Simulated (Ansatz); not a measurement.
What a trial cell of CdTe relaxes into

The calculation used DFT PBE, scalar-relativistic, plane waves, PAW in Ansatz. Cutoff 420 eV, Gaussian smearing, Γ-centred meshes. Cell and atoms relax first on a coarse mesh and then on a converged one. In between, the cell is made exact in the group found at 0.06 Å. The steps can't lower the symmetry of their start. No spin polarisation.

The cell of CdTe is invented: ordered vacancies on the cation sites of antifluorite (P4/nmm, No. 129) (occupants of the shared sites, in ratio, Cd: 2, vacant: 2). The dimensions are guesses.

```
Cd Te
1.0
     4.99696    0.00000    0.00000
     0.00000    4.99696    0.00000
     0.00000    0.00000    7.06677
Cd Te
2 2
Cartesian
  0.0000 0.0000 0.0000
  2.4985 2.4985 0.0000
  2.4985 0.0000 5.3001
  0.0000 2.4985 1.7667
```

The zero of energy is the elements' standard structures at the same level; no fitted shifts are applied.

**Question.** Where does the relaxation end?

**Answer.** The symmetry stays P4/nmm (No. 129). The end has the anti-litharge type. The volume per atom shrinks by 18.6 %, from 44.1 to 35.9 Å³. The shortest distance goes from 3.06 Å (Cd–Te) to 2.93 Å (Cd–Te). The energy falls by about 0.08 eV/atom (the start's value is from the coarse mesh). Conventional cell: a = 4.702 Å, c = 6.493 Å. Cd is surrounded by 4 Te at 2.93 Å and 4 Cd at 3.33 Å; Te has 4 Cd at 2.93 Å.

Space group P4/nmm:1 (No. 129). a = 4.702 Å, b = 4.702 Å, c = 6.493 Å, α = 90.00°, β = 90.00°, γ = 90.00°
```csv
atom,site,symmetry,x,y,z
Cd,2a,-4m2,0.0000,0.0000,0.0000
Te,2c,4mm,0.5000,0.0000,0.7305
```

**Question.** Give its energy and gap.

**Answer.** The energy over the elements is −0.339 eV/atom. The gap on the 6×6×4 mesh of the 4-atom cell is 0.93 eV.

Whether it is stable depends on the other phases of the system, which aren't compared here.

The last run used Gaussian smearing of 0.02 eV. Weakly bound directions are ill-defined at this level, which has no dispersion term. Spin–orbit coupling, which can matter for Te, is left out. Kohn–Sham gaps at this level usually fall short of measured ones. The missing spin–orbit coupling can work the other way here. The reference form of Te is held partly by dispersion forces, which this level lacks. A structure relaxed within its symmetry needn't be a true minimum. In all, the 4 runs took 2.4 min on 1 thread of Arm Neoverse V2, with other jobs on the host.
